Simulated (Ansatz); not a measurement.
**Bismuth, A7 rhombohedral under LDA: how the Fermi-Dirac smearing moves the result**

Aim: find which Fermi-Dirac smearing width is enough for energy and pressure. The geometry was relaxed under LDA beforehand and stays fixed; 6 values are run, from 0.01 to 1.0 eV. Wanted are the values from which on the energy stays within 10 and 1 meV/atom, and the pressure within 0.5 GPa, of the narrowest run. Within the series other settings stay, but some runs also write fields, which adds to their time. Spin polarisation is left out.

Program: Ansatz 0.2.0. Level of theory: DFT LDA, plane waves with PAW, scalar-relativistic. These are calculated values, not measurements.

### Step 1. The starting structure

The structure is trigonal, space group R-3m (No. 166). Conventional cell: a = 4.490 Å, b = 4.490 Å, c = 11.517 Å, α = 90.00°, β = 90.00°, γ = 120.00°. Around Bi (site symmetry 3m) lie 6 Bi at 3.06 to 3.41 Å.

Structure file:

```
CELL_PARAMETERS angstrom
2.24515 1.29624 3.83884
-2.24515 1.29624 3.83884
0.00000 -2.59248 3.83884
ATOMIC_POSITIONS crystal
Bi 0.23711 0.23711 0.23711
Bi 0.76289 0.76289 0.76289
```

### Step 2. Run at 0.01 eV

The run at 0.01 eV.

The input, input.yaml:

```yaml
crystal:
  lattice:
    - [2.2451514826, 1.2962388128, 3.8388382945]
    - [-2.2451514826, 1.2962388128, 3.8388382945]
    - [0.0, -2.5924776257, 3.8388382945]
  atoms:
    - { symbol: Bi, position: [0.2371145469, 0.2371145469, 0.2371145469] }
    - { symbol: Bi, position: [0.7628854531, 0.7628854531, 0.7628854531] }
hamiltonian:
  xc: lda
  pseudopotentials:
    kind: paw
    azcp:
      Bi: "pseudopotentials/Bi.paw.azcp"
basis:
  ecutwfc: 420
  fft_grid_basis: typed
kpoints:
  mp_grid: { grid: [9, 9, 9], shift: [0, 0, 0] }
magnetization:
  spin_polarized: false
scf:
  occupations: { method: fermi_dirac, width: 0.01 }
  lower_state_search: "off"
output:
  stress: true
```

The run is started by

```
$ ansatz run input.yaml --threads 2 --pin off --max-ram 5120MiB --backend cpu --events-out ev --progress --plain --runs-dir out
```

The log of the run (excerpt; [...] marks lines left out):

```text
Warning: <dir> the record states the generating functional pbe (its physics header spells it `PBE`), which answers neither for hamiltonian.xc's functional nor for the lda family's — results may be inconsistent (PPs are generated against a specific XC)
Warning: RAYON_NUM_THREADS=2 ignored (pool sized by the plan → 2); use --threads N
[...]
Pseudopotentials: kind: paw
Pseudopotential: Bi, paw, valence charge 15, recommended cutoff 420 eV (normal), <dir>
Functional definition: SPW92
[...]
Crystal: 2 atoms, lattice volume = 67.032 Å³
Basis set: ecut = 420 eV, 1309 PW (Γ)
Bands: 19, of which v1, the nominal top of the filled ones, is band 15 counted from 1 (14 counted from 0)
Symmetry: 12 space group operations
Space group: R-3m (ITA 166), of the structure as read, at distance tolerance 4.1e-5 Å
k-points: 85 of 729
[...]
SCF iter   1: F=—  HF=-24171.734213 eV  |F-HF|=—  |Δ(HF+E_count)|=         —  Δρ=3.51e-3  dr2=3.99e-3  ethr=1.77e-3  ⟨swp⟩=6.5  Hψ=7926  notcnv=0
[...]
SCF iter   6: F=-24171.733447 eV  HF=-24171.733447 eV  |F-HF|=2.91e-9  |Δ(HF+E_count)|=   8.81e-9  Δρ=2.49e-6  dr2=3.78e-9  ethr=1.72e-10  ⟨swp⟩=3.0  Hψ=5933  notcnv=0
[...]
SCF converged after 6 iterations
Free energy (F): -24171.733447 eV
[...]
E sigma→0 (E₀):  -24171.733374 eV
Entropy (-TS):   -0.000145 eV (-0.073 meV/atom)
Fermi energy:    10.076723 eV
[...]
--- Stress (GPa, compression-positive) ---
        0.020798       0.000000       0.000000
        0.000000       0.020798       0.000000
        0.000000       0.000000      -0.066357
  P = ⅓ Tr σ = -0.0083 GPa (-0.083 kbar)
```

It took 5.3 s on 2 threads of Arm Neoverse N1, shared host; peak memory 0.36 GiB.

### Step 3. Run at 0.03 eV

The run at 0.03 eV.

Changes to input.yaml since step 2:

```diff
@@ -22,3 +22,3 @@
 scf:
-  occupations: { method: fermi_dirac, width: 0.01 }
+  occupations: { method: fermi_dirac, width: 0.03 }
   lower_state_search: "off"
@@ -26 +26,5 @@
   stress: true
+  write_density: true
+  write_potential: true
+  elf: true
+  volumetric_format: npy
```

The run is started by

```
$ ansatz run input.yaml --threads 2 --pin off --max-ram 5120MiB --backend cpu --events-out ev --progress --plain --runs-dir out
```

The log of the run (excerpt; [...] marks lines left out):

```text
Warning: <dir> the record states the generating functional pbe (its physics header spells it `PBE`), which answers neither for hamiltonian.xc's functional nor for the lda family's — results may be inconsistent (PPs are generated against a specific XC)
Warning: RAYON_NUM_THREADS=2 ignored (pool sized by the plan → 2); use --threads N
[...]
[... 3 set-up lines as earlier in the session ...]
[...]
Crystal: 2 atoms, lattice volume = 67.032 Å³
Basis set: ecut = 420 eV, 1309 PW (Γ)
Bands: 19, of which v1, the nominal top of the filled ones, is band 15 counted from 1 (14 counted from 0)
[... 2 set-up lines as earlier in the session ...]
k-points: 85 of 729
[...]
SCF iter   1: F=—  HF=-24171.735049 eV  |F-HF|=—  |Δ(HF+E_count)|=         —  Δρ=3.48e-3  dr2=3.92e-3  ethr=1.77e-3  ⟨swp⟩=6.3  Hψ=7998  notcnv=0
[...]
SCF iter   6: F=-24171.733855 eV  HF=-24171.733855 eV  |F-HF|=1.17e-8  |Δ(HF+E_count)|=   1.07e-7  Δρ=5.20e-6  dr2=4.07e-8  ethr=3.33e-10  ⟨swp⟩=10.8  Hψ=12234  notcnv=0
[...]
SCF converged after 6 iterations
Free energy (F): -24171.733855 eV
[...]
E sigma→0 (E₀):  -24171.733483 eV
Entropy (-TS):   -0.000745 eV (-0.372 meV/atom)
Fermi energy:    10.079118 eV
[...]
--- Stress (GPa, compression-positive) ---
        0.023977       0.000000      -0.000000
        0.000000       0.023977       0.000000
        0.000000       0.000000      -0.070172
  P = ⅓ Tr σ = -0.0074 GPa (-0.074 kbar)
--- Band table (eV; the first three rows and the last of 85) ---
  k-point 0: bands = ["-12.7882", "-12.7882", "-12.6149", "-12.6149", "-12.6034", "-12.4041", "-12.3957", "-12.3957", "-12.2595", "-12.2595", "-3.3046", "2.7146", "8.5436", "8.8001", "8.8001", "12.8918", "13.1877", "13.1877", "15.6648"]
[...]
```

Wall time 7.5 s (2 threads of Arm Neoverse N1, shared host); peak memory 0.37 GiB.

### Step 4. Run at 0.2 eV

The run at 0.2 eV.

Changes to input.yaml since step 3:

```diff
@@ -22,3 +22,3 @@
 scf:
-  occupations: { method: fermi_dirac, width: 0.03 }
+  occupations: { method: fermi_dirac, width: 0.2 }
   lower_state_search: "off"
@@ -26,5 +26 @@
   stress: true
-  write_density: true
-  write_potential: true
-  elf: true
-  volumetric_format: npy
```

The run is started by

```
$ ansatz run input.yaml --threads 2 --pin off --max-ram 5120MiB --backend cpu --events-out ev --progress --plain --runs-dir out
```

The log of the run (excerpt; [...] marks lines left out):

```text
Warning: <dir> the record states the generating functional pbe (its physics header spells it `PBE`), which answers neither for hamiltonian.xc's functional nor for the lda family's — results may be inconsistent (PPs are generated against a specific XC)
Warning: RAYON_NUM_THREADS=2 ignored (pool sized by the plan → 2); use --threads N
band count auto-derived: 20 (N_el = 30.0; filled up to band 15; 19 by the electrons, moments and atoms)
[...]
[... 3 set-up lines as earlier in the session ...]
[...]
Crystal: 2 atoms, lattice volume = 67.032 Å³
Basis set: ecut = 420 eV, 1309 PW (Γ)
Bands: 20, of which v1, the nominal top of the filled ones, is band 15 counted from 1 (14 counted from 0)
[... 2 set-up lines as earlier in the session ...]
k-points: 85 of 729
[...]
SCF iter   1: F=—  HF=-24171.764073 eV  |F-HF|=—  |Δ(HF+E_count)|=         —  Δρ=3.42e-3  dr2=3.87e-3  ethr=1.77e-3  ⟨swp⟩=5.7  Hψ=7716  notcnv=0
[...]
SCF iter   6: F=-24171.762985 eV  HF=-24171.762985 eV  |F-HF|=2.31e-8  |Δ(HF+E_count)|=   8.48e-8  Δρ=5.94e-6  dr2=5.24e-8  ethr=3.33e-10  ⟨swp⟩=5.0  Hψ=6243  notcnv=0
[...]
SCF converged after 6 iterations
Free energy (F): -24171.762985 eV
[...]
E sigma→0 (E₀):  -24171.719945 eV
Entropy (-TS):   -0.086081 eV (-43.040 meV/atom)
Fermi energy:    10.140252 eV
[...]
--- Stress (GPa, compression-positive) ---
        0.097829       0.000000       0.000000
        0.000000       0.097829       0.000000
        0.000000       0.000000       0.032327
  P = ⅓ Tr σ = 0.0760 GPa (0.760 kbar)
```

It took 5.2 s on 2 threads of Arm Neoverse N1, shared host; peak memory 0.36 GiB.

### Step 5. Run at 0.3 eV

The run at 0.3 eV.

Changes to input.yaml since step 4:

```diff
@@ -22,3 +22,3 @@
 scf:
-  occupations: { method: fermi_dirac, width: 0.2 }
+  occupations: { method: fermi_dirac, width: 0.3 }
   lower_state_search: "off"
@@ -26 +26,5 @@
   stress: true
+  write_density: true
+  write_potential: true
+  elf: true
+  volumetric_format: npy
```

The run is started by

```
$ ansatz run input.yaml --threads 2 --pin off --max-ram 5120MiB --backend cpu --events-out ev --progress --plain --runs-dir out
```

The log of the run (excerpt; [...] marks lines left out):

```text
Warning: <dir> the record states the generating functional pbe (its physics header spells it `PBE`), which answers neither for hamiltonian.xc's functional nor for the lda family's — results may be inconsistent (PPs are generated against a specific XC)
Warning: RAYON_NUM_THREADS=2 ignored (pool sized by the plan → 2); use --threads N
band count auto-derived: 21 (N_el = 30.0; filled up to band 15; 19 by the electrons, moments and atoms)
[...]
[... 3 set-up lines as earlier in the session ...]
[...]
Crystal: 2 atoms, lattice volume = 67.032 Å³
Basis set: ecut = 420 eV, 1309 PW (Γ)
Bands: 21, of which v1, the nominal top of the filled ones, is band 15 counted from 1 (14 counted from 0)
[... 2 set-up lines as earlier in the session ...]
k-points: 85 of 729
[...]
SCF iter   1: F=—  HF=-24171.827897 eV  |F-HF|=—  |Δ(HF+E_count)|=         —  Δρ=3.38e-3  dr2=4.02e-3  ethr=1.77e-3  ⟨swp⟩=5.9  Hψ=8075  notcnv=0
[...]
SCF iter   7: F=-24171.826512 eV  HF=-24171.826512 eV  |F-HF|=8.59e-10  |Δ(HF+E_count)|=   3.14e-8  Δρ=1.26e-6  dr2=2.67e-9  ethr=3.33e-10  ⟨swp⟩=10.3  Hψ=12884  notcnv=0
[...]
SCF converged after 7 iterations
Free energy (F): -24171.826512 eV
[...]
E sigma→0 (E₀):  -24171.699626 eV
Entropy (-TS):   -0.253772 eV (-126.886 meV/atom)
Fermi energy:    10.137419 eV
[...]
--- Stress (GPa, compression-positive) ---
        0.323027       0.000000       0.000000
        0.000000       0.323027       0.000000
        0.000000       0.000000       0.195582
  P = ⅓ Tr σ = 0.2805 GPa (2.805 kbar)
--- Band table (eV; the first three rows and the last of 85) ---
  k-point 0: bands = ["-12.7945", "-12.7945", "-12.6207", "-12.6207", "-12.6097", "-12.4104", "-12.4015", "-12.4015", "-12.2656", "-12.2656", "-3.3099", "2.7094", "8.5410", "8.7949", "8.7949", "12.8857", "13.1835", "13.1835", "15.6674", "15.8369", "15.8369"]
[...]
```

Run time: 8.6 s. Hardware: 2 threads of Arm Neoverse N1, shared host; peak memory 0.38 GiB.

### Step 6. Run at 0.6 eV

The run at 0.6 eV.

Changes to input.yaml since step 5:

```diff
@@ -22,3 +22,3 @@
 scf:
-  occupations: { method: fermi_dirac, width: 0.3 }
+  occupations: { method: fermi_dirac, width: 0.6 }
   lower_state_search: "off"
@@ -26,5 +26 @@
   stress: true
-  write_density: true
-  write_potential: true
-  elf: true
-  volumetric_format: npy
```

The run is started by

```
$ ansatz run input.yaml --threads 2 --pin off --max-ram 5120MiB --backend cpu --events-out ev --progress --plain --runs-dir out
```

The log of the run (excerpt; [...] marks lines left out):

```text
Warning: <dir> the record states the generating functional pbe (its physics header spells it `PBE`), which answers neither for hamiltonian.xc's functional nor for the lda family's — results may be inconsistent (PPs are generated against a specific XC)
Warning: RAYON_NUM_THREADS=2 ignored (pool sized by the plan → 2); use --threads N
band count auto-derived: 23 (N_el = 30.0; filled up to band 15; 19 by the electrons, moments and atoms)
[...]
[... 3 set-up lines as earlier in the session ...]
[...]
Crystal: 2 atoms, lattice volume = 67.032 Å³
Basis set: ecut = 420 eV, 1309 PW (Γ)
Bands: 23, of which v1, the nominal top of the filled ones, is band 15 counted from 1 (14 counted from 0)
[... 2 set-up lines as earlier in the session ...]
k-points: 85 of 729
[...]
SCF iter   1: F=—  HF=-24172.277212 eV  |F-HF|=—  |Δ(HF+E_count)|=         —  Δρ=3.78e-3  dr2=6.24e-3  ethr=1.77e-3  ⟨swp⟩=7.5  Hψ=9653  notcnv=0
[...]
SCF iter   7: F=-24172.274988 eV  HF=-24172.274988 eV  |F-HF|=2.01e-8  |Δ(HF+E_count)|=   6.91e-8  Δρ=5.75e-6  dr2=2.23e-8  ethr=3.33e-10  ⟨swp⟩=5.0  Hψ=6694  notcnv=0
[...]
SCF converged after 7 iterations
Free energy (F): -24172.274988 eV
[...]
E sigma→0 (E₀):  -24171.631167 eV
Entropy (-TS):   -1.287641 eV (-643.820 meV/atom)
Fermi energy:    10.163160 eV
[...]
--- Stress (GPa, compression-positive) ---
        1.770797       0.000000       0.000000
        0.000000       1.770797       0.000000
        0.000000       0.000000       1.284772
  P = ⅓ Tr σ = 1.6088 GPa (16.088 kbar)
```

Wall time 6 s (2 threads of Arm Neoverse N1, shared host); peak memory 0.37 GiB.

### Step 7. Run at 1.0 eV

The run at 1.0 eV.

Changes to input.yaml since step 6:

```diff
@@ -22,3 +22,3 @@
 scf:
-  occupations: { method: fermi_dirac, width: 0.6 }
+  occupations: { method: fermi_dirac, width: 1.0 }
   lower_state_search: "off"
@@ -26 +26,5 @@
   stress: true
+  write_density: true
+  write_potential: true
+  elf: true
+  volumetric_format: npy
```

The run is started by

```
$ ansatz run input.yaml --threads 2 --pin off --max-ram 5120MiB --backend cpu --events-out ev --progress --plain --runs-dir out
```

The log of the run (excerpt; [...] marks lines left out):

```text
Warning: <dir> the record states the generating functional pbe (its physics header spells it `PBE`), which answers neither for hamiltonian.xc's functional nor for the lda family's — results may be inconsistent (PPs are generated against a specific XC)
Warning: RAYON_NUM_THREADS=2 ignored (pool sized by the plan → 2); use --threads N
band count auto-derived: 30 (N_el = 30.0; filled up to band 15; 19 by the electrons, moments and atoms)
[...]
[... 3 set-up lines as earlier in the session ...]
[...]
Crystal: 2 atoms, lattice volume = 67.032 Å³
Basis set: ecut = 420 eV, 1309 PW (Γ)
Bands: 30, of which v1, the nominal top of the filled ones, is band 15 counted from 1 (14 counted from 0)
[... 2 set-up lines as earlier in the session ...]
k-points: 85 of 729
[...]
SCF iter   1: F=—  HF=-24173.477514 eV  |F-HF|=—  |Δ(HF+E_count)|=         —  Δρ=4.83e-3  dr2=1.10e-2  ethr=1.77e-3  ⟨swp⟩=8.8  Hψ=13001  notcnv=0
[...]
SCF iter   7: F=-24173.475287 eV  HF=-24173.475287 eV  |F-HF|=1.43e-9  |Δ(HF+E_count)|=   1.21e-8  Δρ=2.50e-6  dr2=7.45e-9  ethr=3.33e-10  ⟨swp⟩=11.9  Hψ=17950  notcnv=0
[...]
SCF converged after 7 iterations
Free energy (F): -24173.475287 eV
[...]
E sigma→0 (E₀):  -24171.557532 eV
Entropy (-TS):   -3.835512 eV (-1917.756 meV/atom)
Fermi energy:    10.198099 eV
[...]
--- Stress (GPa, compression-positive) ---
        4.874698       0.000000       0.000000
        0.000000       4.874698       0.000000
        0.000000       0.000000       4.107889
  P = ⅓ Tr σ = 4.6191 GPa (46.191 kbar)
--- Band table (eV; the first three rows and the last of 85) ---
[...]
```

It took 11 s on 2 threads of Arm Neoverse N1, shared host; peak memory 0.4 GiB.

### Step 8. All values side by side

Energies count from the run at 0.01 eV.

```
smearing (eV)  F (meV/atom)  E(σ → 0) (meV/atom)  P (GPa)  SCF cycles  CPU time
         0.01          0.00                 0.00    -0.01           6      10 s
         0.03         -0.20                -0.05    -0.01           6      14 s
          0.2        -14.77                 6.71     0.08           6     9.7 s
          0.3        -46.53                16.87     0.28           7      16 s
          0.6       -270.77                51.10     1.61           7      11 s
          1.0       -870.92                87.92     4.62           7      21 s
```

### Step 9. Summary of results

| quantity | value |
| --- | --- |
| E(σ → 0) stays within 10 meV/atom of 0.01 eV | up to 0.2 eV |
| E(σ → 0) stays within 1 meV/atom | up to 0.03 eV |
| pressure stays within 0.5 GPa | up to 0.3 eV |
| pressure at 0.01 eV | -0.01 GPa |
| energy of a separate run on a finer mesh (14×14×14) | +5.9 meV/atom from 0.01 eV |

At 1.0 eV the energy differs by +87.9 meV/atom and the pressure by +4.6 GPa. Over the range F shifts by -870.9 meV/atom, while E(σ → 0) shifts by +87.9. In theory F falls as the square of the width under this scheme, but here the ratio is not steady: the mesh at narrow widths, or a density of states that varies over the wide ones, can both cause that. The mesh (9×9×9) is fixed, so the narrowest widths carry a k-point error of their own. The yardstick itself is unsettled by 5.9 meV/atom against the finer mesh, so the thresholds above hold only within this series, and wider smearing, which averages over more states, can land nearer the fine-mesh value than the narrowest does. The cell taken over is 5 % smaller than the measured one (35.39 Å³/atom, COD).
